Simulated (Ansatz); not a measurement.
Write the native input for Ansatz 0.2.0 that does the following.

* Task: elastic constants
* Functional: PBEsol
* Potentials or basis: all-electron LAPW, scalar-relativistic
* Cutoff: 240 eV (chosen from the basis error)
* Basis error allowed: 0.001 eV/atom
* k mesh: 8 × 8 × 8
* Occupations: fermi-dirac, width 0.05 eV
* Spin: no spin polarisation

The system is Ti.

```
Ti
1.0
    -1.64100    1.64100    1.64100
     1.64100   -1.64100    1.64100
     1.64100    1.64100   -1.64100
Ti
1
Direct
  0.00000 0.00000 0.00000
```

This isn't the form of Ti at room conditions, which is hcp.

The input as run:

input.yaml

```yaml
crystal:
  lattice:
    - [-1.641, 1.641, 1.641]
    - [1.641, -1.641, 1.641]
    - [1.641, 1.641, -1.641]
  atoms:
    - { symbol: Ti, position: [0.0, 0.0, 0.0] }
kpoints:
  mp_grid: { grid: [8, 8, 8] }
scf:
  occupations: { method: fermi_dirac, width: 0.05 }
hamiltonian:
  xc: pbesol
  pseudopotentials: { kind: all_electron, lapw: { basis_error: 0.001 } }
output:
  forces: true
  stress: true
elastic:
  mode: relaxed_ion
  stencil: two_point
```

Potentials or basis: all-electron LAPW, scalar-relativistic.

Launch:

```bash
$ ansatz run input.yaml --threads 1 --pin off --max-ram 3072MiB --backend cpu --events-out ev --progress --plain --runs-dir out
```

Results of the run:

| Quantity | Value |
| --- | --- |
| Pressure | -6.9 GPa |
| Band gap on the k mesh | none (metal or under the smearing width) |
| Elastic constants C11, C12, C44 | 74, 101, 52 GPa |
| Voigt bulk modulus | 92 GPa |

Caveat: the k mesh is thin for a metal, which can move the energy by tens of meV per atom; a metal's response needs a denser mesh; the cell is more than 3 GPa from zero pressure, which shifts response properties; the elastic tensor has a negative eigenvalue, so either the cell is unstable as it stands or the mesh is too thin.

Wall time 10 s on 1 thread of Arm Neoverse V2, on a shared host, peak memory 0.25 GiB.
